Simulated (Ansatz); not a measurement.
# Where Ag_Al puts its levels in the gap of AlN (P6_3mc), part 2 of 2

Wanted: the transition levels of a substitutional impurity in AlN (P6_3mc), from a cell of 72 host atoms with 1 Al taken out and 1 Ag put in.

Ansatz; place-levels on r2SCAN runs: charge-transition levels and formation energies with image-charge correction and potential alignment at the atomic sites; PAW set soft_1.

So far: Set-up; Charge states.

### Step 3. place-levels, r2SCAN

A charged cell interacts with its images and the background, and its potential has another zero than the host's. place-levels removes the first by a point-charge model, screened by the static dielectric constant since the ions have relaxed around the charge, and the second by comparing potentials at atoms far from the defect.

The host is a run of the defect-free crystal in the same cutoffs, grids and k-points, so that basis and sampling errors cancel in part in the differences. The host is run in a cell of 8 atoms on a matching mesh. Its band edges are searched through the zone by a band path, so the gap is smaller than, or equal to, that on the mesh. Chemical potentials are energies per atom of Al (fcc) and Ag (fcc), run with the same functional and cutoff.

The input, levels.point.yaml:

```yaml
host:
  run: host.point.run
states: [qm2.point.run, qm1_M1.point.run, q0.point.run, q0_M2.point.run, qp1_M1.point.run, qp1_M3.point.run]
geometry_from:
  qm2.point.run: qm2.relax.run
  qm1_M1.point.run: qm1_M1.relax.run
  q0.point.run: q0.relax.run
  q0_M2.point.run: q0_M2.relax.run
  qp1_M1.point.run: qp1_M1.relax.run
  qp1_M3.point.run: qp1_M3.relax.run
  host.point.run: host.relax.run
chemical_potentials:
  Al:
    energy: -540.418346
    dataset: <sha256 of the dataset>
  Ag:
    energy: -7604.007073
    dataset: "<sha256 of the dataset>"
epsilon: [4.49, 4.49, 4.72]
static_epsilon: [8.15, 8.15, 9.65]
vertical:
  - { from: qm2.point.run, to: qm2.point_neutral.run }
  - { from: qm1_M1.point.run, to: qm1_M1.point_neutral.run }
  - { from: qp1_M1.point.run, to: qp1_M1.point_neutral.run }
  - { from: qp1_M3.point.run, to: qp1_M3.point_neutral.run }
```

Run with:

```sh
ansatz place-levels levels.point.yaml -- --threads 4 --pin off --max-ram 15073MiB
```

The program printed:

```text
[... repeated set-up lines and file paths are left out, and long positions are rounded to six places ...]
(+1/0) 0.620 eV above the valence edge, 4.257 eV under the conduction edge
(0/-1) 1.444 eV above the valence edge, 3.434 eV under the conduction edge
(-1/-2) 2.112 eV above the valence edge, 2.766 eV under the conduction edge
formation energy of charge +1: +7.811 eV with the Fermi level at the valence edge
formation energy of charge 0: +8.431 eV with the Fermi level at the valence edge
formation energy of charge -1: +9.875 eV with the Fermi level at the valence edge
formation energy of charge -2: +11.987 eV with the Fermi level at the valence edge
vertical -2 to 0: no energy, since no alignment is typed
  the change from vertical[0].from (qm2.point.run) to vertical[0].to (qm2.point_neutral.run): by its potential at epsilon [4.49, 4.49, 4.72] it stands at 0.474 0.526 0.470, with an rms radius of about 2.4 Å (1.4 1.4 1.3 Å across the planes of the cell's [...]
vertical -1 to 0: no energy, since no alignment is typed
  the change from vertical[1].from (qm1_M1.point.run) to vertical[1].to (qm1_M1.point_neutral.run): by its potential at epsilon [4.49, 4.49, 4.72] it stands at 0.485 0.515 0.452, with an rms radius of about 2.4 Å (1.6 1.6 0.9 Å across the planes of the cell's [...]
vertical +1 to 0: no energy, since no alignment is typed
  the change from vertical[2].from (qp1_M1.point.run) to vertical[2].to (qp1_M1.point_neutral.run): by its potential at epsilon [4.49, 4.49, 4.72] it stands at 0.487 0.531 0.456, with an rms radius of about 2.0 Å (1.2 1.3 0.9 Å across the planes of the cell's [...]
vertical +1 to 0: no energy, since no alignment is typed
  the change from vertical[3].from (qp1_M3.point.run) to vertical[3].to (qp1_M3.point_neutral.run): by its potential at epsilon [4.49, 4.49, 4.72] it stands at 0.478 0.523 0.469, with an rms radius of about 1.9 Å (1.1 1.1 1.0 Å across the planes of the cell's [...]
  edges by r2scan, gap 4.878 eV; the host is sampled to repeats of 18.64 Å
  the defect's cells are sampled to repeats of 18.64 Å, like sampling
  charge +1: -40488.2081 eV with its correction of +0.484 eV, at epsilon [8.15, 8.15, 9.65], aligned at sites: +0.2215 eV, mean over 33 atomic sites at or beyond 4.66 Å from the host's site at [0.4444, 0.5556, 0.4997] by the defect at [0.4444, 0.5556, [...]
  charge 0: +0.000 eV for its dipole among its images, +0.000 omitted
  states[3] (q0_M2.point.run): levels filled in part (TS 0.001 eV): its energy is of no whole electron's
  charge -1: -40472.3078 eV with its correction of +0.016 eV, at epsilon [8.15, 8.15, 9.65], aligned at sites: +0.2464 eV, mean over 33 atomic sites at or beyond 4.66 Å from the host's site at [0.4444, 0.5556, 0.4997] by the defect at [0.4444, 0.5556, [...]
  charge -2: -40463.2778 eV with its correction of +0.498 eV, at epsilon [8.15, 8.15, 9.65], aligned at sites: +0.2767 eV, mean over 33 atomic sites at or beyond 4.66 Å from the host's site at [0.4444, 0.5556, 0.4997] by the defect at [0.4444, 0.5556, [...]
  charge +1: states[4] (qp1_M1.point.run) stands 0.148 eV higher, with a moment of 1.00 μB against 3.00
  charge 0: states[2] (q0.point.run) stands 0.325 eV higher, with a moment of 0.00 μB against 2.00
  states[2] (q0.point.run): levels filled in part (TS 0.017 eV): its energy is of no whole electron's
  of states[5] (qp1_M3.point.run): its displacements don't fall off away from the defect: farther atoms stand 0.013 Å off the host's places. [...]
  of states[3] (q0_M2.point.run): its displacements don't fall off away from the defect: farther atoms stand 0.01 Å off the host's places. [...]
  of states[1] (qm1_M1.point.run): it parts from the run at its places by a charge that spreads by about 1.6 Å along one vector (1.4 Å or more is wide), by its potential at epsilon [4.49, 4.49, 4.72], taken for that of held ions (one typed too small widens [...]
  of states[0] (qm2.point.run): it parts from the run at its places by a charge that spreads by about 1.4 Å along one vector (1.4 Å or more is wide), by its potential at epsilon [4.49, 4.49, 4.72], taken for that of held ions (one typed too small widens it), [...]
  of states[4] (qp1_M1.point.run): its displacements don't fall off away from the defect: farther atoms stand 0.013 Å off the host's places. [...]
  of states[2] (q0.point.run): its displacements don't fall off away from the defect: farther atoms stand 0.011 Å off the host's places. [...]
  of vertical[0].from (qm2.point.run): it parts from the run at its places by a charge that spreads by about 1.4 Å along one vector (1.4 Å or more is wide), by its potential at epsilon [4.49, 4.49, 4.72], taken for that of held ions (one typed too small [...]
  vertical[0].to (qm2.point_neutral.run): levels filled in part (TS 0.017 eV): its energy is of no whole electron's
  of vertical[1].from (qm1_M1.point.run): stability_check_not_made; [...]
  vertical[1].to (qm1_M1.point_neutral.run): levels filled in part (TS 0.020 eV): its energy is of no whole electron's
  of vertical[2].from (qp1_M1.point.run): its displacements don't fall off away from the defect: farther atoms stand 0.013 Å off the host's places. [...]
  vertical[2].to (qp1_M1.point_neutral.run): levels filled in part (TS 0.020 eV): its energy is of no whole electron's
  of vertical[2].to (qp1_M1.point_neutral.run): its displacements don't fall off away from the defect: farther atoms stand 0.013 Å off the host's places. [...]
  of vertical[3].from (qp1_M3.point.run): its displacements don't fall off away from the defect: farther atoms stand 0.013 Å off the host's places. [...]
  vertical[3].to (qp1_M3.point_neutral.run): levels filled in part (TS 0.018 eV): its energy is of no whole electron's
  of vertical[3].to (qp1_M3.point_neutral.run): its displacements don't fall off away from the defect: farther atoms stand 0.013 Å off the host's places. [...]
```

Wall time 0.74 s (4 threads of Arm Neoverse V1, shared host).

Levels between the charges placed, in eV above the valence top:

```tsv
	gap (eV)	(+1/0)	(0/−1)	(−1/−2)
r2SCAN	4.88	0.62	1.44	2.11
```

Corrections by state:

```tsv
charge	moment (μB)	image terms and alignment (eV)	band filling (eV)	ε used	over the lowest of its charge, as the program ranks them, band filling apart (eV)
+1	3.0	0.484	-	principal values (8.15, 8.15, 9.65)	0.000
0	2.0	0.000	-	-	0.000
−1	1.0	0.016	-	principal values (8.15, 8.15, 9.65)	0.000
−2	0.0	0.498	-	principal values (8.15, 8.15, 9.65)	0.000
+1	1.0	0.478	-	principal values (8.15, 8.15, 9.65)	0.148
0	0.0	0.000	-	-	0.325
```

The charged structures listed were also run neutral, and place-levels reads from each pair, by the potential or the spins, how wide the charge is by which they differ; that can be the carrier of either run.

```tsv
charge	rms radius (Å)	spread where it is widest against the cell (Å)	wide from (Å)	reading
+1	1.9	1.08	1.40	narrow
−1	2.4	1.56	1.40	wide
−2	2.4	1.41	1.40	wide
```

The neutral runs of these pairs need not share the spin of the lowest neutral state, and very wide values only mean spread over the cell.

From the program's caveats on the states, each cut to its opening words:

- charge +1 (3 μB), +1 (1 μB): its displacements don't fall off away from the defect: farther atoms stand 0.013 Å off the host's places
- charge +1 (3 μB), 0 (2 μB), −1 (1 μB), +1 (1 μB): flagged: stability check not made
- charge 0 (2 μB): its displacements don't fall off away from the defect: farther atoms stand 0.01 Å off the host's places
- charge −1 (1 μB): it parts from the run at its places by a charge that spreads by about 1.6 Å along one vector (1.4 Å or more is wide), by its potential at epsilon [4.49, 4.49, [...]
- charge −2: it parts from the run at its places by a charge that spreads by about 1.4 Å along one vector (1.4 Å or more is wide), by its potential at epsilon [4.49, 4.49, [...]
- charge 0: its displacements don't fall off away from the defect: farther atoms stand 0.011 Å off the host's places

The host's formation energy from the elements is -1.627 eV per atom; it sets how far the chemical potentials can move.

Limit set by the element alone; other compounds of these elements are not counted. Chemical potentials from the elements' reference states: Al 0.00 eV, N -3.25 eV, Ag 0.00 eV. Formation energy by charge state (Al-rich; gap 4.88 eV):

```tsv
charge	at valence top (eV)	at conduction bottom (eV)	correction included (eV)
+1	7.81	12.69	0.48
0	8.43	8.43	0.00
−1	9.87	5.00	0.02
−2	11.99	2.23	0.50
```

```tsv
Fermi level (eV)	lowest formation energy (eV)
0.00	7.81
0.44	8.25
0.89	8.43
1.33	8.43
1.77	8.10
2.22	7.56
2.66	6.66
3.11	5.78
3.55	4.89
3.99	4.00
4.43	3.12
4.88	2.23
```

Limit set by the element alone; other compounds of these elements are not counted. Chemical potentials from the elements' reference states: N 0.00 eV, Al -3.25 eV, Ag 0.00 eV. Formation energy by charge state (N-rich; gap 4.88 eV):

```tsv
charge	at valence top (eV)	at conduction bottom (eV)	correction included (eV)
+1	4.56	9.43	0.48
0	5.18	5.18	0.00
−1	6.62	1.74	0.02
−2	8.73	-1.02	0.50
```

(Fermi level (eV), lowest formation energy (eV)): (0.00, 4.56), (0.44, 5.00), (0.89, 5.18), (1.33, 5.18), (1.77, 4.85), (2.22, 4.30), (2.66, 3.41), (3.11, 2.52), (3.55, 1.64), (3.99, 0.75), (4.43, -0.14), (4.88, -1.02)

### Step 4. The same at the relaxations' own k-points

The relaxations' own energies give the levels at their sampling, for comparison.

The input, levels.relax_mesh.yaml:

```yaml
host:
  run: host.relax.run
states: [qm2.relax.run, qm1_M1.relax.run, q0.relax.run, q0_M2.relax.run, qp1_M1.relax.run, qp1_M3.relax.run]
chemical_potentials:
  Al:
    energy: -540.418346
    dataset: <sha256 of the dataset>
  Ag:
    energy: -7604.007073
    dataset: "<sha256 of the dataset>"
```

Run with:

```sh
ansatz place-levels levels.relax_mesh.yaml -- --threads 4 --pin off --max-ram 15073MiB
```

The program printed:

```text
(+1/0) 0.442 eV above the valence edge, 4.443 eV under the conduction edge
(0/-1) 1.483 eV above the valence edge, 3.403 eV under the conduction edge
(-1/-2) 2.159 eV above the valence edge, 2.727 eV under the conduction edge
formation energy of charge +1: +7.970 eV with the Fermi level at the valence edge
formation energy of charge 0: +8.413 eV with the Fermi level at the valence edge
formation energy of charge -1: +9.895 eV with the Fermi level at the valence edge
formation energy of charge -2: +12.054 eV with the Fermi level at the valence edge
  edges by r2scan, gap 4.886 eV; the host is sampled to repeats of 13.64 Å
[... the lines on each state left out ...]
```

The job ended after 0.23 s (4 threads).

Levels between neighbouring charges, in eV above the valence top:

```tsv
	gap (eV)	(+1/0)	(0/−1)	(−1/−2)
one point at (¼, ¼, ¼)	4.89	0.44	1.48	2.16
a 2×2×2 shifted mesh	4.88	0.62	1.44	2.11
```

Going from one point at (¼, ¼, ¼) to a 2×2×2 shifted mesh moves the levels that carry no band-filling term by up to 0.18 eV and formation energies against the elements by up to 0.16 eV.

### Step 5. Outcome

* gap of the host: 4.88 eV (r2SCAN)
* level (plus 1/0): 0.62 eV above the valence top
* level (0/minus 1): 1.44 eV above the valence top
* level (minus 1/minus 2): 2.11 eV above the valence top
* lowest of the charges placed, just above the valence top (0.02 eV): +1
* lowest of the charges placed, just below the conduction bottom (0.02 eV): −2
* lowest formation energy at mid-gap of the charges run, Al-rich: 7.11 eV
* lowest formation energy at mid-gap of the charges run, N-rich: 3.86 eV

What this shows: Of the charges placed (−2, −1, 0 and +1), the lowest changes at 0.62 eV (+1/0), 1.44 eV (0/−1) and 2.11 eV (−1/−2) above the valence top, in a gap of 4.88 eV. Charges above +1 and below −2 were not placed, so these runs say nothing of levels that involve them. States placed: +1 at 3 μB and 1 μB; 0 at 2 μB and 0 μB; −1 at 1 μB; −2 at 0 μB. Other spin states or structures, where not listed, weren't placed. Ag is taken at its element; compounds, which aren't counted here, bound the chemical potentials and would shift these formation energies. Going from one point at (¼, ¼, ¼) to a 2×2×2 shifted mesh moves the levels that carry no band-filling term by up to 0.18 eV and formation energies against the elements by up to 0.16 eV. Limits: r2SCAN makes the gap too small and tends to spread out bound carriers; where a gas molecule sets a chemical potential or the host's formation energy, its binding is uncorrected; spin–orbit coupling, which can matter with heavy atoms, is left out; force components of up to 0.42 eV/Å remain in a run at the final settings.

[Logs are printed without paths, hosts, clocks, repeated set-up lines and the standing remarks that a program may print on its own settings, such as how far it seeks lower states.]

[Hosts, paths, dates, database ids (printed as entryN), source tags and the programs' standing remarks are cut or masked in the printed files.]

[Where a table of states has a column of steps, it counts the stored structures, which are thinned; the runs took as many ionic steps or more.]

[A defect's name tells the site on which it was built; relaxed atoms can leave that site.]

[For some hosts the program warned that the k-mesh of the response run may be too coarse for force constants and the static dielectric constant; such warnings are not shown here.]
